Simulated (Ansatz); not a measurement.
**Lattice vibrations of Al2O3 at Γ**

Method: Ansatz, DFT PBE, scalar-relativistic, plane waves, PAW. Plane waves to 420 eV; Γ-centred k mesh 10×10×10; fixed occupations. No spin polarisation. Phonons by linear response, acoustic sum rule imposed.

Relaxed structure:
```xyz
5
Lattice="-1.3995 1.8684 4.4021 1.3995 -1.8684 4.4021 1.3995 1.8684 -4.4021" Properties=species:S:1:pos:R:3 pbc="T T T"
Al    0.0000    0.0000    5.7709
Al    0.0000    0.0000    3.0333
O     0.0000    1.8684    0.0000
O     1.3995    0.0000    1.7290
O     0.0000    1.8684    2.6731
```

It was reached by relaxing an invented guess, and it needn't be the stable form of this composition.

Problem. Give the high-frequency dielectric tensor ε∞.

Solution.
```
3.24 0.00 0.00
0.00 3.11 0.00
0.00 0.00 3.16
```

Problem. Give the Born effective charges.

Solution.
```tsv
atom	Z*xx	Z*yy	Z*zz	mean
Al (atom 1)	3.06	2.90	2.88	2.95
O (atom 3)	-2.43	-1.19	-2.47	-2.03
O (atom 4)	-1.85	-2.31	-1.65	-1.93
```

Problem. How large is the static dielectric tensor with the ions free to move, and what share of it is ionic?

Solution.
```
12.4  0.0  0.0
 0.0  8.7  0.0
 0.0  0.0  9.7
```
The ions give 69 % of its trace.
